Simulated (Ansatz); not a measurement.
SiO2 — 17O NMR of the central transition

Cell: an entry of the Crystallography Open Database (COD) (listed for 0.7 GPa).

Space group P4_12_12 (No. 92); a = 4.9028, c = 6.7782 Å.

```csv
site,Wyckoff,site symmetry,x,y,z
Si,4a,..2,0.3086,0.3086,0.0000
O,8b,1,0.2364,0.1198,0.1870
```

One atom of each set is listed.

The numbers come from a DFT calculation in Ansatz (PBE, plane waves and PAW (field gradients read without the response of the frozen cores, which leaves them typically 4 to 6 % off), scalar-relativistic, 420 eV cutoff, Γ-centred 5×5×4 k-points, Fermi–Dirac smearing 0.02 eV).

17O has I = 5/2 and Q = -25.58 mb (Pyykkö 2018); at 28.2 T its Larmor frequency is ν₀ = 162.8 MHz. Only the quadrupole interaction is simulated: positions count from each site's isotropic chemical shift, and J coupling is left out, as are shift anisotropy and dipolar coupling, which fast spinning averages.

Question: What does the 17O spectrum (fast magic-angle spinning) show for each site?

Answer: 

```json
{"site": "O", "first shell": "2 Si at 1.60–1.61 Å, angle 142°", "C_Q (MHz)": "-5.63", "η": "0.19", "P_Q (MHz)": "5.66", "δ_QIS (ppm)": "-7.26", "breadth (kHz)": "2.66"}
```

δ_QIS = −(ν_Q²/30ν₀²)[I(I+1) − 3/4](1 + η²/3) × 10⁶ ppm with ν_Q = 3|C_Q|/[2I(2I−1)]; it falls as 1/B₀² in ppm, and the breadth as 1/B₀ in kHz.

At O V_zz runs parallel to the line that joins its two neighbours (within 1°).

The calculated pressure of 9 GPa (PBE) comes largely from the unrelaxed atoms: it is 2.3 GPa once they are relaxed in the same cell. The largest force is 0.5 eV/Å, so the atoms aren't at the calculated equilibrium and relaxing them would move these values.
